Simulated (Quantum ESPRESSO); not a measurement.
# Optical response of NaF (Villiaumite), part 3 of 3

Wanted: where NaF (Villiaumite) starts to absorb, how strongly, and its refractive index.

Quantum ESPRESSO 7.5; DFT, PBE, plane waves with norm-conserving potentials (PseudoDojo), scalar-relativistic, independent-particle optical response without local fields and without the non-local commutator.

So far. Step 2 (Ground state): There is a gap, 6.32 eV on this mesh (points off the mesh can give less), so no carriers' term is needed.

### Step 5. Dielectric function

The spectrum is a sum over vertical transitions between filled and empty bands at the fixed density, so many empty bands are needed.

This step: DFT, PBE, plane waves with norm-conserving potentials (PseudoDojo), scalar-relativistic, independent-particle optical response without local fields and without the non-local commutator (Quantum ESPRESSO 7.5).

Contents of epsilon.in:

```
&inputpp
  prefix = 'x'
  outdir = './tmp'
  calculation = 'eps'
/
&energy_grid
  smeartype = 'gauss'
  intersmear = 0.4
  wmin = 0.0
  wmax = 22
  nw = 500
/
```

Started as:

```console
$ mpirun -n 4 epsilon.x -nk 4 -in epsilon.in
```

The log of the run:

```text
[banner, memory and clock lines left out]

     Broadcasting variables...

     IMPORTANT: XC functional enforced from input :
     Exchange-correlation= PBE
                           (   1   4   3   4   0   0   0)
     Any further DFT definition will be discarded

     G-vector sticks info

     Fermi energy [eV] is:  0.90398
     The system is a dielectric...
     metallic system: redefining wmin =     0.000000

     Performing eps calculation...

     xx,yy,zz plasmon frequences [eV] are:    12.628535655   12.628535653   12.628535654
```

It took 1.8 s on 4 MPI ranks of Arm Neoverse V2, shared host; peak memory 0.04 GiB; 6.9 s of CPU time.

This step gave:

| Quantity | Value |
| --- | --- |
| electronic dielectric constant ε∞, mean over x, y and z (by symmetry where fewer were run) | 2.216 |
| main peak of Im epsilon, first axis | 13.91 eV |

Some rows of epsi_x.dat:

```text
# energy grid [eV]     epsi_x  epsi_y  epsi_z
#
    0.176352705    0.000682464    0.000682464    0.000682464
    1.234468938    0.004960936    0.004960936    0.004960936
    2.292585170    0.010182443    0.010182443    0.010182443
    3.350701403    0.017830350    0.017830350    0.017830350
    4.408817635    0.031959082    0.031959082    0.031959082
    5.466933868    0.072251276    0.072251276    0.072251276
    6.525050100    0.653619485    0.653619486    0.653619484
    7.583166333    1.358976858    1.358976857    1.358976863
    8.641282565    1.599034026    1.599034023    1.599034024
    9.699398798    1.595035929    1.595035930    1.595035929
   10.757515030    1.753767157    1.753767156    1.753767155
   11.815631263    1.439195619    1.439195619    1.439195619
   12.873747495    1.011379848    1.011379849    1.011379849
   13.931863727    1.975271546    1.975271546    1.975271545
   14.989979960    1.065606494    1.065606494    1.065606494
   16.048096192    0.934094292    0.934094292    0.934094292
   17.106212425    0.890484975    0.890484975    0.890484975
   18.164328657    0.842082665    0.842082665    0.842082665
   19.222444890    1.090360085    1.090360083    1.090360086
   20.280561122    1.228150745    1.228150744    1.228150744
   21.338677355    0.558662195    0.558662195    0.558662195
```

The Im ε, any direction has structure finer than the step of the table below, so its rows give means over 1 eV, whole bins alone (the curve runs from 0 to 22 eV). Peaks (eV: height): 8.6: 1.70, 9.5: 1.78, 11.2: 1.91, 13.9: 1.98, 19.8: 1.31.

Values under the direct gap are tails of Lorentzian lines. Table of Im ε, any direction by photon energy; means over each step:

```
photon energy (eV)  Im ε, any direction
                 1              0.00399
                 2              0.00865
                 3               0.0150
                 4               0.0256
                 5               0.0499
                 6                0.214
                 7                0.976
                 8                 1.37
                 9                 1.53
                10                 1.61
                11                 1.80
                12                 1.41
                13                 1.10
                14                 1.67
                15                 1.11
                16                0.981
                17                0.866
                18                0.840
                19                 1.05
                20                 1.24
                21                0.671
```

Table of Re ε, any direction by photon energy:

photon energy (eV), Re ε, any direction and a bar from the least value:
```
        0       2.22 ####################
        1       2.23 ####################
        2       2.26 ####################
        3       2.31 #####################
        4       2.41 ######################
        5       2.58 ########################
        6       2.98 ############################
        7       3.16 ##############################
        8       2.62 ########################
        9       2.22 ####################
       10       2.06 ##################
       11       1.74 ###############
       12       1.18 #########
       13       1.48 ############
       14       1.09 ########
       15       0.77 ####
       16       0.95 ######
       17       0.98 ######
       18       1.05 #######
       19       1.12 ########
       20       0.65 ###
       21       0.39 
       22       0.68 ###
```

Table of refractive index n and extinction k by photon energy:

```
photon energy (eV)      n        k
               0.0   1.49        0
               0.5   1.49   6.5e-4
               1.0   1.49  0.00133
               1.5   1.50  0.00205
               2.0   1.50  0.00286
               2.5   1.51  0.00378
               3.0   1.52  0.00489
               3.5   1.54  0.00628
               4.0   1.55  0.00812
               4.5   1.58   0.0107
               5.0   1.61   0.0149
               5.5   1.65   0.0227
               6.0   1.73   0.0447
               6.5   1.82    0.168
               7.0   1.80    0.293
               7.5   1.76    0.349
               8.0   1.67    0.408
               8.5   1.68    0.493
               9.0   1.56    0.451
               9.5   1.58    0.564
              10.0   1.52    0.490
              10.5   1.52    0.606
              11.0   1.44    0.584
              11.5   1.31    0.680
              12.0   1.23    0.579
              12.5   1.20    0.480
              13.0   1.28    0.400
              13.5   1.41    0.468
              14.0   1.28    0.750
              14.5   1.08    0.616
              15.0   1.02    0.518
              15.5   1.07    0.483
              16.0   1.07    0.438
              16.5   1.05    0.469
              17.0   1.07    0.403
              17.5   1.07    0.369
              18.0   1.10    0.400
              18.5   1.14    0.381
              19.0   1.15    0.458
              19.5   1.15    0.549
              20.0   1.01    0.611
              20.5  0.830    0.615
              21.0  0.741    0.399
              21.5  0.815    0.324
              22.0  0.876    0.301
```

Values under the direct gap are tails of Lorentzian lines. The loss function −Im 1/ε at q → 0, any direction by energy loss; read off at these points:

```
energy loss (eV)  loss function −Im 1/ε at q → 0, any direction
            0.00                                              0
            0.50                                         4.0e-4
            1.00                                         8.0e-4
            1.50                                        0.00123
            2.00                                        0.00168
            2.50                                        0.00219
            3.00                                        0.00278
            3.50                                        0.00347
            4.00                                        0.00433
            4.50                                        0.00548
            5.00                                        0.00715
            5.50                                         0.0100
            6.00                                         0.0174
            6.50                                         0.0550
            7.00                                         0.0951
            7.50                                          0.118
            8.00                                          0.156
            8.50                                          0.175
            9.00                                          0.204
            9.50                                          0.226
           10.00                                          0.230
           10.50                                          0.256
           11.00                                          0.287
           11.50                                          0.374
           12.00                                          0.415
           12.17                                          0.436
           12.50                                          0.411
           13.00                                          0.317
           13.50                                          0.271
           14.00                                          0.394
           14.50                                          0.561
           15.00                                          0.616
           15.50                                          0.544
           16.00                                          0.525
           16.50                                          0.566
           17.00                                          0.504
           17.50                                          0.478
           18.00                                          0.467
           18.50                                          0.420
           19.00                                          0.448
           19.50                                          0.479
           20.00                                          0.631
           20.50                                          0.897
           21.00                                           1.18
           21.50                                          0.893
           22.00                                          0.715
```

The reflectivity at normal incidence, any direction has structure finer than the step of the table below, so its rows give means over 0.5 eV, whole bins alone (the curve runs from 0 to 22 eV). Peaks (eV: height): 7.58: 9.28, 8.51: 9.57, 9.43: 9.43, 10.54: 9.55, 11.24: 9.99, 14.06: 11.2, 20.46: 11.0.

Table of reflectivity at normal incidence, any direction by photon energy; means over each step:

```
photon energy (eV)  reflectivity at normal incidence, any direction (%)
               0.5                                                 3.87
               1.0                                                 3.90
               1.5                                                 3.95
               2.0                                                 4.03
               2.5                                                 4.14
               3.0                                                 4.28
               3.5                                                 4.46
               4.0                                                 4.69
               4.5                                                 5.01
               5.0                                                 5.44
               5.5                                                 6.07
               6.0                                                 7.15
               6.5                                                 8.54
               7.0                                                 8.89
               7.5                                                 8.82
               8.0                                                 8.33
               8.5                                                 8.82
               9.0                                                 7.85
               9.5                                                 8.88
              10.0                                                 7.88
              10.5                                                 9.14
              11.0                                                 8.98
              11.5                                                 9.38
              12.0                                                 7.12
              12.5                                                 5.39
              13.0                                                 4.62
              13.5                                                 6.67
              14.0                                                 10.7
              14.5                                                 8.55
              15.0                                                 6.08
              15.5                                                 5.09
              16.0                                                 4.50
              16.5                                                 4.69
              17.0                                                 3.89
              17.5                                                 3.36
              18.0                                                 3.54
              18.5                                                 3.54
              19.0                                                 4.75
              19.5                                                 6.49
              20.0                                                 8.54
              20.5                                                 10.6
              21.0                                                 7.07
              21.5                                                 3.86
```

At chosen wavelengths:

```
wavelength (nm)     n      k  R (%)     1/α
           1550  1.49  0.001    3.9  117 µm
            633  1.50  0.003    4.0   18 µm
            532  1.51  0.003    4.1   12 µm
            405  1.52  0.005    4.3  6.4 µm
            365  1.53  0.006    4.4  4.9 µm
            308  1.55  0.008    4.7  3.0 µm
            193  1.81  0.135    8.6  114 nm
```

Below the direct gap, k and the depth come from the tails of the Lorentzian lines, not from transitions.

Rows near the edge hang on the gap, which this functional as a rule makes too small, and phonon-assisted absorption is left out.

### Step 6. What came out

```
electronic dielectric constant ε∞, mean over x, y and z (by symmetry where fewer were run) (independent particles) : 2.22
main peak of Im epsilon, first axis                                                                                : 13.9 eV
```

At this level (PBE, independent particles) NaF has ε∞ = 2.22 and n = 1.49 at 1550 nm, and Im ε peaks at 13.9 eV. Distinct maxima of Im ε, read by a parabola through the highest points, lie at 9.49 eV (1.8), 10.54 eV (1.9), 11.24 eV (1.9) and 13.91 eV (2.0). Excitons and phonon-assisted transitions are missing, and so are local fields; PBE gaps are as a rule too small, which pulls the onset down and ε∞ up. epsilon.x leaves out the commutator of the non-local potential, so its intensities are off, as a rule too high. The sum runs over mesh points, so small or evenly spaced maxima can still be ripples of the mesh.

[Machine, clock, banner and «Message from routine» lines are left out of the logs.]

[Logs are printed without paths, hosts, clocks, repeated set-up lines and the standing remarks that a program may print on its own settings, such as how far it seeks lower states.]

[Hosts, paths, dates, database ids (printed as entryN), source tags and the programs' standing remarks are cut or masked in the printed files.]
